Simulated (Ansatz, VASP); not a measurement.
**Two plane-wave programs on NaI**

INCAR

```
PREC     = Accurate       # precision mode
ENCUT    = 520            # plane-wave cutoff, eV
EDIFF    = 1E-6           # SCF threshold, eV
ISMEAR   = 0              # smearing method
SIGMA    = 0.05           # smearing width, eV
LREAL    = False          # projectors in reciprocal space
LASPH    = True           # aspherical terms in the spheres
NELM     = 60             # most SCF steps
ALGO     = Normal         # electronic algorithm
ISIF     = 2              # what is computed and relaxed
LWAVE    = False          # write WAVECAR
LCHARG   = False          # write CHGCAR
GGA      = PE             # functional
NBANDS   = 14             # bands
```

The input KPOINTS:

```
regular mesh
0
Gamma
  8 8 8
```

POSCAR

```
NaI
1.0
    0.0000000000      2.8834497633      4.0771979653
    2.8834497633      0.0000000000      4.0771979653
    2.8834497633      2.8834497633      0.0000000000
Na I
1 1
Direct
    0.0000000000      0.0000000000      0.0000000000
    0.5000000000      0.5000000000      0.5000000000
```

Input for Ansatz:

```yaml
crystal:
  lattice:
    - [0.0, 2.8834497633, 4.0771979653]
    - [2.8834497633, 0.0, 4.0771979653]
    - [2.8834497633, 2.8834497633, 0.0]
  atoms:
    - { symbol: Na, position: [0.0, 0.0, 0.0] }
    - { symbol: I, position: [0.5, 0.5, 0.5] }
basis:
  ecutwfc: 420
kpoints:
  mp_grid: { grid: [8, 8, 8] }
hamiltonian:
  xc: pbe
scf:
  occupations: { method: gaussian, width: 0.05 }
output:
  forces: true
  stress: true
  eigenvalues: true
```

Alike in both runs: task single point; functional PBE; k mesh 8 × 8 × 8; occupations gaussian, width 0.05 eV; no spin polarisation.

```csv
,VASP,Ansatz
version,VASP 6.6.1,Ansatz 0.2.0
potentials or method,"VASP PAW PBE potentials, release 64 (Na_pv, I)","scalar-relativistic, plane waves, PAW"
plane-wave cutoff (eV),520,420
valence electrons in the cell,14,26
```

```csv
,VASP,Ansatz,Ansatz less VASP
gap on the k mesh at the Fermi level (eV),3.75,3.75,+0.007
least direct gap on the mesh (eV),3.81,3.82,+0.008
pressure (GPa),4.8,4.7,-0.03
largest component of the traceless stress (GPa),5.62,5.59,-0.037
```

The functional is the same, so the differences come from potentials, cutoffs and numerics. The two sets of potentials don't hold the same shells in valence.

Caveats: spin-orbit coupling is left out, which moves the levels of the heavy elements. A k mesh can miss the band edges.
